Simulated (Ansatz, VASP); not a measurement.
Given: the input of a run of Ansatz 0.2.0 on Ta3N.

input.yaml

```yaml
crystal:
  lattice:
    - [3.0322239879, 0.0, 0.0]
    - [-1.516111994, 2.6259830035, 0.0]
    - [0.0, 0.0, 7.524137]
  atoms:
    - { symbol: Ta, position: [0.6666666667, 0.3333333333, 0.82607] }
    - { symbol: Ta, position: [0.3333333333, 0.6666666667, 0.17393] }
    - { symbol: Ta, position: [0.0, 0.0, 0.5] }
    - { symbol: "N", position: [0.0, 0.0, 0.0] }
hamiltonian:
  xc: pbe
  pseudopotentials: { kind: paw }
kpoints:
  mp_grid: { grid: [10, 10, 4] }
scf:
  occupations: { method: fermi_dirac, width: 0.05 }
output:
  forces: true
  stress: true
  eigenvalues: true
```

Potentials or basis: Ansatz PAW.

Run with:

```bash
$ ansatz run input.yaml --threads 2 --pin off --max-ram 5120MiB --backend cpu --events-out ev --progress --plain --runs-dir out
```

Q: Set up the same calculation for VASP 6.6.1. Potentials there: VASP PAW PBE potentials, release 64 (Ta_pv, N).

A: As run (the cutoff follows the program's own potentials):

INCAR

```
PREC = Accurate
ENCUT = 520
EDIFF = 1E-7
ISMEAR = -1
SIGMA = 0.05
LREAL = False
LASPH = True
NELM = 100
ALGO = Normal
ISIF = 2
LWAVE = False
LCHARG = False
GGA = PE
NBANDS = 27
```

Contents of KPOINTS:

```
Automatic mesh
0
Gamma
  10 10 4
```

File POSCAR:

```
Ta3N
1.0
    3.0322239879      0.0000000000      0.0000000000
   -1.5161119940      2.6259830035      0.0000000000
    0.0000000000      0.0000000000      7.5241370000
Ta N
3 1
Direct
    0.6666666667      0.3333333333      0.8260700000
    0.3333333333      0.6666666667      0.1739300000
    0.0000000000      0.0000000000      0.5000000000
    0.0000000000      0.0000000000      0.0000000000
```

Potentials or basis: VASP PAW PBE potentials, release 64 (Ta_pv, N).

Command:

```sh
$ cat potpaw_PBE.64/Ta_pv/POTCAR potpaw_PBE.64/N/POTCAR > POTCAR
$ mpirun -np 1 vasp_std > vasp.out
```

Both were run:

|  | VASP | Ansatz | Ansatz less VASP |
| --- | --- | --- | --- |
| gap on the k mesh at the Fermi level (eV) | none | none | - |
| pressure (GPa) | -0.4 | -0.7 | -0.29 |
| largest component of the traceless stress (GPa) | 0.63 | 0.62 | -0.012 |
| rms of the force components (eV/Å) | 0.034 | 0.054 | +0.0198 |

Atom by atom the forces differ by 0.020 eV/Å (rms over components). A gap of «none» marks a metal or a gap that the smearing closes. The two sets of potentials don't hold the same shells in valence.

Spin-orbit coupling is left out, which matters for the levels of Ta.
